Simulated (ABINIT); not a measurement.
Runs of ABINIT 10.8.3 (patched build) on Ni. Symmetry: P6_3/mmc, No. 194, hexagonal system. The conventional cell has a = 2.448 Å, b = 2.448 Å, c = 4.073 Å, α = 90.00°, β = 90.00°, γ = 120.00°. Around Ni (site symmetry -6m2) lie 12 Ni at 2.45 to 2.48 Å. This isn't the form of Ni at room conditions, which is fcc.

```tsv
level	gap on the mesh (eV)	pressure (GPa)	moment (μB)
PBEsol	none	-2.4	1.34
RPBE	none	13.5	1.35
WC	none	-1.3	1.34
PW91	none	(b)	1.34
AM05	none	-3.2	1.34
BLYP	none	(c)	1.32
LDA	none	-10.0	1.33
revPBE	none	(a)	1.35
```

Alike in all rows: task single point; potentials or basis JTH PAW PBE v2.0; spin collinear, ferromagnetic start; cell as given; k mesh 8 × 8 × 5; cutoff (eV) 1333; smearing fermi-dirac 0.05 eV; the mesh is coarse, so values aren't converged.

Q: Fill in the values left out.

A: (a) 12.0; (b) 7.6; (c) 18.0.

Caveats: all runs use coarse meshes; the PAW data sets were made with another functional, which shifts forces and pressure a little.

A gap of «none» marks a metal or a gap under the smearing width.

Runs at the PBE level aren't shown here.
